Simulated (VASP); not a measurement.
# RuS2 (P-3m1) in VASP: further runs

One crystal, RuS2, is run at these levels: PBEsol+U; tasks: single point.

Program: VASP 6.6.1. These are calculated values, not measurements. Logs are shortened: lines on timing, memory, paths and dates and some standing lists are left out, and cuts for length are marked.

## (1) The structure

Symmetry: P-3m1, No. 164, trigonal system. Conventional cell: a = 3.521 Å, b = 3.521 Å, c = 5.680 Å, α = 90.00°, β = 90.00°, γ = 120.00°. Ru (site symmetry -3m) has 6 S at 2.49 Å as nearest neighbours. S (site symmetry 3m) has 3 Ru at 2.49 Å as nearest neighbours.

The cell comes from a database or a generator and needn't be the stable form of this composition.

## (2) Single point, PBEsol+U, collinear spin, ferromagnetic start

File INCAR:

```
  ALGO = Normal
  EDIFF = 1E-7
  ENCUT = 520
  GGA = PS
  ISIF = 2
  ISMEAR = 0
  ISPIN = 2
  LASPH = True
  LCHARG = False
  LDAU = True
  LDAUJ = 0 0
  LDAUL = 2 -1
  LDAUPRINT = 1
  LDAUTYPE = 2
  LDAUU = 2 0
  LMAXMIX = 4
  LORBIT = 11
  LREAL = False
  LWAVE = False
  MAGMOM = 1 0 0
  NBANDS = 24
  NELM = 60
  PREC = Accurate
  SIGMA = 0.05
```

File KPOINTS:

```
k-points
0
Gamma
  6 6 4
```

File POSCAR:

```
RuS2
1.0
    3.5211794000      0.0000000000      0.0000000000
   -1.7605897000      3.0494308100      0.0000000000
    0.0000000000      0.0000000000      5.6803931900
Ru S
1 2
Direct
    0.0000000000      0.0000000000      0.0000000000
    0.3333333333      0.6666666667      0.2520000000
    0.6666666667      0.3333333333      0.7480000000
```

Potentials or basis: VASP PAW PBE potentials, release 64 (Ru_pv, S).

On the command line:

```bash
$ cat potpaw_PBE.64/Ru_pv/POTCAR potpaw_PBE.64/S/POTCAR > POTCAR
$ mpirun -np 1 vasp_std > vasp.out
```

OUTCAR:

```text
EDIFF = 1E-7
   ENCUT = 520
   GGA = PS
   ISIF = 2
   ISMEAR = 0
   ISPIN = 2
   LASPH = True
   LORBIT = 11
   LREAL = False
   NELM = 60
   PREC = Accurate

 ion  position               nearest neighbor table
   1  0.000  0.000  0.000-   2 2.49   3 2.49   3 2.49   2 2.49   3 2.49   2 2.49
   2  0.333  0.667  0.252-   1 2.49   1 2.49   1 2.49
   3  0.667  0.333  0.748-   1 2.49   1 2.49   1 2.49

  LATTYP: Found a hexagonal cell.
 ALAT       =     3.5211794000
 C/A-ratio  =     1.6132075492

  Lattice vectors:

 A1 = (   3.5211794000,   0.0000000000,   0.0000000000)
 A2 = (  -1.7605897000,   3.0494308100,   0.0000000000)
 A3 = (   0.0000000000,   0.0000000000,   5.6803931900)

Analysis of symmetry for initial positions (statically):
=====================================================================
 Subroutine PRICEL returns:
 Original cell was already a primitive cell.

 Routine SETGRP: Setting up the symmetry group for a
 hexagonal supercell.

 Subroutine GETGRP returns: Found 12 space group operations
 (whereof 12 operations were pure point group operations)
 out of a pool of 24 trial point group operations.

The static configuration has the point symmetry D_3d.

Analysis of symmetry for dynamics (positions and initial velocities):
=====================================================================
 Subroutine PRICEL returns:
 Original cell was already a primitive cell.

 Routine SETGRP: Setting up the symmetry group for a
 hexagonal supercell.

 Subroutine GETGRP returns: Found 12 space group operations
 (whereof 12 operations were pure point group operations)
 out of a pool of 24 trial point group operations.

The dynamic configuration has the point symmetry D_3d.

Analysis of structural, dynamic, and magnetic symmetry:
=====================================================================
 Subroutine PRICEL returns:
 Original cell was already a primitive cell.

 Routine SETGRP: Setting up the symmetry group for a
 hexagonal supercell.

 Subroutine GETGRP returns: Found 12 space group operations
 (whereof 12 operations were pure point group operations)
 out of a pool of 24 trial point group operations.

The overall configuration has the point symmetry D_3d.

[... 170 lines left out ...]
  o =  0.5944  v =  0.0000  0.0000  0.0000  0.0000  0.0000 -0.0000 -0.0000 -1.0000 -0.0000  0.0000      0.0000  0.0000  0.0000  0.0000  0.0000  0.0000  0.0000  0.0000  0.0000  0.0000
  o =  0.8634  v =  0.0000 -0.0000 -1.0000 -0.0000 -0.0000  0.0000  0.0000  0.0000  0.0000  0.0000      0.0000  0.0000  0.0000  0.0000  0.0000  0.0000  0.0000  0.0000  0.0000  0.0000
  o =  0.8778  v =  0.0000  0.5019 -0.0000  0.0000  0.8649  0.0000  0.0000  0.0000  0.0000  0.0000      0.0000  0.0000  0.0000  0.0000  0.0000  0.0000  0.0000  0.0000  0.0000  0.0000
  o =  0.8778  v = -0.8649  0.0000  0.0000 -0.5019 -0.0000  0.0000  0.0000  0.0000  0.0000  0.0000      0.0000  0.0000  0.0000  0.0000  0.0000  0.0000  0.0000  0.0000  0.0000  0.0000

 number of electron      26.0000006 magnetization       1.9308921

 Free energy of the ion-electron system (eV)
  ---------------------------------------------------
  ext. energy  EPLUGINS =         0.00000000
  ---------------------------------------------------
  free energy    TOTEN  =       -16.96673512 eV

  energy without entropy =      -16.96545977  energy(sigma->0) =      -16.96609744

 E-fermi :   5.0171     XC(G=0): -10.3393

 val. band max:        5.0119306273   @ k =   0.0000   0.1667   0.2500
 cond. band min:       5.0968909848   @ k =   0.5000   0.0000   0.5000
 fundamental gap:      0.0849603575
 Fermi energy:         5.0170986519

 spin component 1

 k-point     1 :       0.0000    0.0000    0.0000
  band No.  band energies     occupation
      1     -38.7282      1.00000
      2     -38.7282      1.00000
      3     -38.2159      1.00000
      4      -8.7693      1.00000
      5      -7.1011      1.00000
      6      -0.8881      1.00000
[... 637 lines left out ...]
     23      15.6643      0.00000
     24      15.9340      0.00000
 Fermi energy:         5.0170986519

 spin component 2

 k-point     1 :       0.0000    0.0000    0.0000
  band No.  band energies     occupation
      1     -37.4434      1.00000
      2     -37.4434      1.00000
      3     -37.3359      1.00000
      4      -8.5835      1.00000
      5      -6.9229      1.00000
      6      -0.4340      1.00000
[... 637 lines left out ...]
     23      16.1417      0.00000
     24      16.3354      0.00000

------------------------ aborting loop because EDIFF is reached ----------------------------------------

  FORCE on cell =-STRESS in cart. coord.  units (eV):
  Direction    XX          YY          ZZ          XY          YZ          ZX
  --------------------------------------------------------------------------------------
  -------------------------------------------------------------------------------------
  Total       -5.7100758     -5.7100758     -4.6901630      0.0000000     -0.0000000      0.0000000
  in kB     -149.9916644   -149.9916642   -123.2007037      0.0000000     -0.0000000      0.0000000
  external PRESSURE =    -141.0613441 kB  Pullay stress =       0.0000000 kB

 VOLUME and BASIS-vectors are now :
 -----------------------------------------------------------------------------
  energy-cutoff  :      520.00
  volume of cell :       60.99
      direct lattice vectors                 reciprocal lattice vectors
     3.521179400  0.000000000  0.000000000     0.283995754  0.163965025  0.000000000
    -1.760589700  3.049430810  0.000000000     0.000000000  0.327930051  0.000000000
     0.000000000  0.000000000  5.680393190     0.000000000  0.000000000  0.176044152

 POSITION                                       TOTAL-FORCE (eV/Angst)
 -----------------------------------------------------------------------------------
      0.00000      0.00000      0.00000         0.000000      0.000000      0.000000
     -0.00000      2.03295      1.43146         0.000000      0.000000     -1.436411
      1.76059      1.01648      4.24893        -0.000000      0.000000      1.436411
 -----------------------------------------------------------------------------------
    total drift:                                0.000000     -0.000000      0.000000

  FREE ENERGIE OF THE ION-ELECTRON SYSTEM (eV)
  ---------------------------------------------------
  free  energy   TOTEN  =       -16.9667351186 eV

  energy  without entropy=      -16.9654597710  energy(sigma->0) =      -16.96609744

 total charge

# of ion       s       p       d       tot
------------------------------------------
    1        0.302   6.231   5.788  12.321
    2        1.360   2.224   0.000   3.584
    3        1.360   2.224   0.000   3.584
--------------------------------------------------
tot          3.022  10.679   5.788  19.488

 magnetization (x)

# of ion       s       p       d       tot
------------------------------------------
    1        0.020   0.026   1.494   1.541
    2        0.005   0.112   0.000   0.118
    3        0.005   0.112   0.000   0.118
--------------------------------------------------
tot          0.031   0.251   1.494   1.776
```

Run time: 51 s. Hardware: 1 thread of AMD EPYC 9R45 (Zen 5), shared host; peak memory 0.19 GiB.

What came out:

- Free energy: -16.9667 eV
- Pressure: -14.1 GPa
- Largest force: 1.436 eV/Å
- Band gap on the k mesh: none (metal or under the smearing width)
- Net moment: 1.93 μB per cell
- Site moments: Ru +1.54; S +0.12 μB
- Valence electrons inside the program's atomic spheres: Ru 12.32; S 3.58

Forces in eV/Å, atoms in the order of the input:
```
Ru   0.000  0.000  0.000
S    0.000  0.000 -1.436
S    0.000  0.000  1.436
```

Levels at points of the mesh, in eV from the Fermi level:
Spin up:
```
           k point  band 11  band 12  band 13  band 14  band 15  band 16  band 17  band 18
(0.00, 0.00, 0.00)    -1.64    -0.39    -0.39    -0.18     2.04     2.04     5.59     5.61
(0.50, 0.00, 0.00)    -2.39    -2.14    -1.95    -1.40     1.93     2.42     6.24     6.43
(0.00, 0.00, 0.50)    -2.52    -0.75    -0.58    -0.58     2.38     2.38     6.15     7.22
(0.50, 0.00, 0.50)    -2.39    -1.60    -1.55    -1.40     1.84     2.50     5.47     5.73
```
Spin down:
```csv
k point,band 8,band 9,band 10,band 11,band 12,band 13,band 14,band 15,band 16,band 17
"(0.00, 0.00, 0.00)",-3.79,-0.96,-0.96,-0.52,-0.19,-0.19,-0.04,2.65,2.65,5.69
"(0.50, 0.00, 0.00)",-3.49,-3.47,-2.64,-1.75,-1.10,0.09,0.38,2.56,2.95,6.59
"(0.00, 0.00, 0.50)",-3.76,-2.39,-0.97,-0.97,-0.38,-0.38,0.15,2.99,2.99,6.26
"(0.50, 0.00, 0.50)",-3.73,-3.38,-1.40,-1.32,-1.23,0.08,0.31,2.39,3.12,5.59
```

Eigenvalues of the final occupation matrices:
```tsv
site	spin	trace	eigenvalues
site 1 d	1	3.67	0.52 0.52 0.86 0.88 0.88
site 1 d	2	2.17	0.31 0.31 0.48 0.48 0.59
```

Caveat: the PAW data sets were made with another functional, which shifts forces and pressure a little. The state reached can hang on the start; a lower one may exist.

## (3) Single point, PBEsol+U, collinear spin, antiferromagnetic start

This run uses another cell than the first one: it holds 6 atoms, not 3.

File INCAR:

```
PREC = Accurate ; ENCUT = 520
EDIFF = 1E-7 ; ISMEAR = 0
SIGMA = 0.05 ; LREAL = F
LASPH = T ; NELM = 60
ALGO = Normal ; ISIF = 2
LWAVE = F ; LCHARG = F
ISPIN = 2 ; MAGMOM = 1 -1 0 0 0 0
LORBIT = 11 ; LMAXMIX = 4
LDAU = T ; LDAUTYPE = 2
LDAUL = 2 -1 ; LDAUU = 2 0
LDAUJ = 0 0 ; LDAUPRINT = 1
GGA = PS
```

File KPOINTS:

```
regular mesh
0
Gamma
  5 3 4
```

File POSCAR:

```
RuS2
1.0
    1.7605897000      3.0494308100      0.0000000000
   -5.2817691000      3.0494308100      0.0000000000
    0.0000000000      0.0000000000      5.6803931900
Ru S
2 4
Direct
    0.0000000000      0.0000000000      0.0000000000
    0.5000000000      0.5000000000      0.0000000000
    0.5000000000      0.1666666667      0.2520000000
    0.0000000000      0.6666666667      0.2520000000
    0.5000000000      0.8333333333      0.7480000000
    0.0000000000      0.3333333333      0.7480000000
```

Potentials or basis: VASP PAW PBE potentials, release 64 (Ru_pv, S).

On the command line:

```bash
$ cat potpaw_PBE.64/Ru_pv/POTCAR potpaw_PBE.64/S/POTCAR > POTCAR
$ mpirun -np 1 vasp_std > vasp.out
```

Wall time 2.5 min (1 thread of AMD EPYC 9R45 (Zen 5), shared host); peak memory 0.3 GiB.

It converged, with:

```
Free energy                                           : -33.7953 eV
Pressure                                              : -14.4 GPa
Largest force                                         : 1.601 eV/Å
Band gap on the k mesh                                : none (metal or under the smearing width)
Net moment                                            : 0.00 μB per cell
Site moments                                          : Ru +1.32, -1.32; S +0.03, -0.03 μB
Valence electrons inside the program's atomic spheres : Ru 12.34; S 3.58
```

Forces in eV/Å, atoms in the order of the input:
```
Ru   0.000  0.000  0.000
Ru   0.000  0.000  0.000
S   -0.047  0.027 -1.600
S   -0.047  0.027 -1.600
S    0.047 -0.027  1.600
S    0.047 -0.027  1.600
```

Stress tensor (GPa, compression positive):
```
-13.55  -1.30  -0.25
 -1.30 -15.06   0.14
 -0.25   0.14 -14.68
```

Levels at points of the mesh, in eV from the Fermi level:
Spin up:
```
           k point  band 24  band 25  band 26  band 27  band 28  band 29
(0.00, 0.00, 0.00)    -0.23    -0.16    -0.16    -0.15     0.02     2.33
(0.00, 0.00, 0.50)    -0.35    -0.34    -0.29    -0.23     0.03     2.27
```
Spin down:
| k point | band 24 | band 25 | band 26 | band 27 | band 28 | band 29 |
| --- | --- | --- | --- | --- | --- | --- |
| (0.00, 0.00, 0.00) | -0.23 | -0.16 | -0.16 | -0.15 | 0.02 | 2.33 |
| (0.00, 0.00, 0.50) | -0.35 | -0.34 | -0.29 | -0.23 | 0.03 | 2.27 |

Eigenvalues of the final occupation matrices:
```
    site  spin  trace               eigenvalues
site 1 d     1   3.59  0.51 0.52 0.82 0.87 0.87
site 1 d     2   2.28  0.32 0.34 0.44 0.45 0.72
site 2 d     1   2.28  0.32 0.34 0.44 0.45 0.72
site 2 d     2   3.59  0.51 0.52 0.82 0.87 0.87
```

Caveat: the PAW data sets were made with another functional, which shifts forces and pressure a little. The state reached can hang on the start; a lower one may exist.

## (4) Single point, PBEsol+U, collinear spin, ferrimagnetic start

This run uses another cell than the first one: it holds 6 atoms, not 3.

File INCAR:

```
SYSTEM = RuS2
ALGO = Normal
EDIFF = 1E-6
ENCUT = 520
GGA = PS
ISIF = 2
ISMEAR = 0
ISPIN = 2
LASPH = .True.
LCHARG = .False.
LDAU = .True.
LDAUJ = 0 0
LDAUL = 2 -1
LDAUPRINT = 1
LDAUTYPE = 2
LDAUU = 2 0
LMAXMIX = 4
LORBIT = 11
LREAL = .False.
LWAVE = .False.
MAGMOM = 1 -0.5 0 0 0 0
NELM = 80
PREC = Accurate
SIGMA = 0.05
```

File KPOINTS:

```
k-points
0
Gamma
  6 6 6
  0 0 0
```

File POSCAR:

```
RuS2
1.0
   -1.7605897000      3.0494308100      5.6803931900
    3.5211794000      0.0000000000      5.6803931900
    1.7605897000      3.0494308100      0.0000000000
Ru S
2 4
Direct
    0.0000000000      0.0000000000      0.0000000000
    0.5000000000      0.5000000000      0.5000000000
    0.2926666667      0.9593333333      0.3740000000
    0.7926666667      0.4593333333      0.8740000000
    0.2073333333      0.5406666667      0.1260000000
    0.7073333333      0.0406666667      0.6260000000
```

On the command line:

```bash
$ cat potpaw_PBE.64/Ru_pv/POTCAR potpaw_PBE.64/S/POTCAR > POTCAR
$ mpirun -np 1 vasp_std > vasp.out
```

Run time: 15 min. Hardware: 1 thread of AMD EPYC 9R45 (Zen 5), shared host; peak memory 0.51 GiB.

Results (log left out):

```
Free energy                                           : -33.8142 eV
Pressure                                              : -14.3 GPa
Largest force                                         : 1.574 eV/Å
Band gap on the k mesh                                : none (metal or under the smearing width)
Net moment                                            : 0.00 μB per cell
Site moments                                          : Ru +1.36, -1.36; S +0.04, -0.04 μB
Valence electrons inside the program's atomic spheres : Ru 12.34; S 3.58
```

Forces on the atoms (eV/Å):
```
Ru   0.000  0.000  0.000
Ru   0.000  0.000  0.000
S   -0.052  0.030 -1.572
S   -0.052  0.030 -1.572
S    0.052 -0.030  1.572
S    0.052 -0.030  1.572
```

Stress tensor (GPa, compression positive):
```
-13.55  -1.39  -0.31
 -1.39 -15.16   0.18
 -0.31   0.18 -14.25
```

Levels at points of the mesh, in eV from the Fermi level:
Spin up:
```
           k point  band 24  band 25  band 26  band 27  band 28  band 29
(0.00, 0.00, 0.00)    -0.35    -0.34    -0.27    -0.27    -0.09     2.14
(0.50, 0.00, 0.00)    -0.60    -0.57    -0.56     0.10     0.41     2.06
(0.00, 0.50, 0.00)    -0.69    -0.36     0.14     0.51     0.64     1.27
(0.50, 0.50, 0.00)    -0.47    -0.46    -0.34    -0.27    -0.08     2.31
(0.00, 0.00, 0.50)    -1.26    -0.67    -0.62     0.39     0.62     1.44
(0.50, 0.00, 0.50)    -1.46    -1.29    -0.95     0.06     0.43     2.10
```
Spin down:
```
           k point  band 24  band 25  band 26  band 27  band 28  band 29
(0.00, 0.00, 0.00)    -0.35    -0.34    -0.27    -0.27    -0.09     2.14
(0.50, 0.00, 0.00)    -0.60    -0.57    -0.56     0.10     0.41     2.06
(0.00, 0.50, 0.00)    -0.69    -0.36     0.14     0.51     0.64     1.27
(0.50, 0.50, 0.00)    -0.47    -0.46    -0.34    -0.27    -0.08     2.31
(0.00, 0.00, 0.50)    -1.26    -0.67    -0.62     0.39     0.62     1.44
(0.50, 0.00, 0.50)    -1.46    -1.29    -0.95     0.06     0.43     2.10
```

Eigenvalues of the final occupation matrices:
```tsv
site	spin	trace	eigenvalues
site 1 d	1	3.60	0.51 0.53 0.82 0.87 0.87
site 1 d	2	2.26	0.31 0.34 0.44 0.45 0.71
site 2 d	1	2.26	0.31 0.34 0.44 0.45 0.71
site 2 d	2	3.61	0.51 0.53 0.82 0.87 0.87
```

Caveat: the PAW data sets were made with another functional, which shifts forces and pressure a little.

## (5) Single point, PBEsol+U, collinear spin, random start

File INCAR:

```
SYSTEM = RuS2
  PREC = Accurate
  ENCUT = 520
  EDIFF = 1E-6
  ISMEAR = 0
  SIGMA = 0.05
  LREAL = .False.
  LASPH = .True.
  NELM = 60
  ALGO = Normal
  ISIF = 2
  LWAVE = .False.
  LCHARG = .True.
  ISPIN = 2
  MAGMOM = 0.23 0 0
  LORBIT = 11
  LMAXMIX = 4
  LDAU = .True.
  LDAUTYPE = 2
  LDAUL = 2 -1
  LDAUU = 2 0
  LDAUJ = 0 0
  LDAUPRINT = 1
  GGA = PS
  LELF = .True.
  LVHAR = .True.
  NBANDS = 24
```

File KPOINTS:

```
regular mesh
0
Gamma
  6 6 4
  0 0 0
```

File POSCAR:

```
RuS2
1.0
    3.5211794000      0.0000000000      0.0000000000
   -1.7605897000      3.0494308100      0.0000000000
    0.0000000000      0.0000000000      5.6803931900
Ru S
1 2
Direct
    0.0000000000      0.0000000000      0.0000000000
    0.3333333333      0.6666666667      0.2520000000
    0.6666666667      0.3333333333      0.7480000000
```

On the command line:

```bash
$ cat potpaw_PBE.64/Ru_pv/POTCAR potpaw_PBE.64/S/POTCAR > POTCAR
$ mpirun -np 1 vasp_std > vasp.out
```

Wall time 52 s (1 thread of AMD EPYC 9R45 (Zen 5), shared host); peak memory 0.19 GiB.

Results (log left out):

| Item | Value |
| --- | --- |
| Free energy | -16.9667 eV |
| Pressure | -14.1 GPa |
| Largest force | 1.436 eV/Å |
| Band gap on the k mesh | none (metal or under the smearing width) |
| Net moment | 1.93 μB per cell |
| Site moments | Ru +1.54; S +0.12 μB |
| Valence electrons inside the program's atomic spheres | Ru 12.32; S 3.58 |

Forces in eV/Å, atoms in the order of the input:
```
Ru   0.000  0.000  0.000
S    0.000  0.000 -1.436
S    0.000  0.000  1.436
```

Stress tensor (GPa, compression positive):
```
-14.99   0.00   0.00
  0.00 -14.99   0.00
  0.00   0.00 -12.29
```

Levels at points of the mesh, in eV from the Fermi level:
Spin up:
```csv
k point,band 12,band 13,band 14,band 15,band 16,band 17
"(0.00, 0.00, 0.00)",-0.39,-0.39,-0.18,2.04,2.04,5.59
"(0.50, 0.00, 0.00)",-2.14,-1.95,-1.40,1.93,2.42,6.24
"(0.00, 0.00, 0.50)",-0.75,-0.58,-0.58,2.38,2.38,6.15
"(0.50, 0.00, 0.50)",-1.60,-1.55,-1.40,1.84,2.50,5.47
```
Spin down:
| k point | band 8 | band 9 | band 10 | band 11 | band 12 | band 13 | band 14 | band 15 | band 16 | band 17 |
| --- | --- | --- | --- | --- | --- | --- | --- | --- | --- | --- |
| (0.00, 0.00, 0.00) | -3.79 | -0.96 | -0.96 | -0.52 | -0.19 | -0.19 | -0.04 | 2.65 | 2.65 | 5.69 |
| (0.50, 0.00, 0.00) | -3.49 | -3.47 | -2.63 | -1.75 | -1.10 | 0.09 | 0.38 | 2.56 | 2.95 | 6.59 |
| (0.00, 0.00, 0.50) | -3.76 | -2.39 | -0.97 | -0.97 | -0.38 | -0.38 | 0.15 | 2.99 | 2.99 | 6.26 |
| (0.50, 0.00, 0.50) | -3.73 | -3.38 | -1.40 | -1.32 | -1.23 | 0.08 | 0.31 | 2.39 | 3.12 | 5.59 |

Eigenvalues of the final occupation matrices:
```csv
site,spin,trace,eigenvalues
site 1 d,1,3.67,0.52 0.52 0.86 0.88 0.88
site 1 d,2,2.17,0.31 0.31 0.48 0.48 0.59
```

Caveat: the PAW data sets were made with another functional, which shifts forces and pressure a little.

## (6) Overview

```csv
spin,k mesh,supercell matrix,gap on the mesh (eV),pressure (GPa),moment (μB),largest force (eV/Å)
"collinear, ferromagnetic start",6 × 6 × 4,-,none,-14.1,1.93,1.44
"collinear, antiferromagnetic start",5 × 3 × 4,"[1, 1, 0, -1, 1, 0, 0, 0, 1]",none,-14.4,0.00,1.60
"collinear, ferrimagnetic start",6 × 6 × 6,"[0, 1, 1, 1, 0, 1, 1, 1, 0]",none,-14.3,0.00,1.57
"collinear, random start",6 × 6 × 4,-,none,-14.1,1.93,1.44
```

Alike in all rows: task single point; level PBEsol+U; potentials or basis VASP PAW PBE potentials, release 64 (Ru_pv, S); Ru d U = 2 eV; cell as given; cutoff (eV) 520; smearing gaussian 0.05 eV.

Every run on the cell as given and a fine mesh finds a metal.

Caveats: the PAW data sets were made with another functional, which shifts forces and pressure a little.

Total energies depend on the potentials used, so only differences within one code and one set of settings carry meaning.
